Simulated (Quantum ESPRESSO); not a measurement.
Input of a Quantum ESPRESSO 7.5 run:

pw.in

```
&CONTROL
  calculation = 'scf'
  prefix = 'pwscf'
  outdir = './tmp'
  pseudo_dir = './pseudo'
  tprnfor = .true.
  tstress = .true.
  disk_io = 'nowf'
/
&SYSTEM
  ibrav = 0
  nat = 1
  ntyp = 1
  ecutwfc = 55
  ecutrho = 440
  nbnd = 12
  occupations = 'smearing'
  smearing = 'fd'
  degauss = 0.00367493
/
&ELECTRONS
  conv_thr = 2d-10
  electron_maxstep = 120
  mixing_beta = 0.5
/
ATOMIC_SPECIES
In   114.8180 In.pbe-dn-rrkjus_psl.0.2.2.UPF
CELL_PARAMETERS angstrom
  -1.6254700000    1.6254700000    2.4737000000
   1.6254700000   -1.6254700000    2.4737000000
   1.6254700000    1.6254700000   -2.4737000000
ATOMIC_POSITIONS crystal
In     0.0000000000    0.0000000000    0.0000000000
K_POINTS automatic
11 11 11 0 0 0
```

Potentials or basis: SSSP 1.3 efficiency PBE.

Run with:

```sh
$ OMP_NUM_THREADS=1 pw.x -in pw.in > pw.out
```

(1) Estimate the pressure.

(2) What does it give for the band gap on the k mesh?

Results:

(1) 2.0 GPa.

(2) none (metal or under the smearing width).
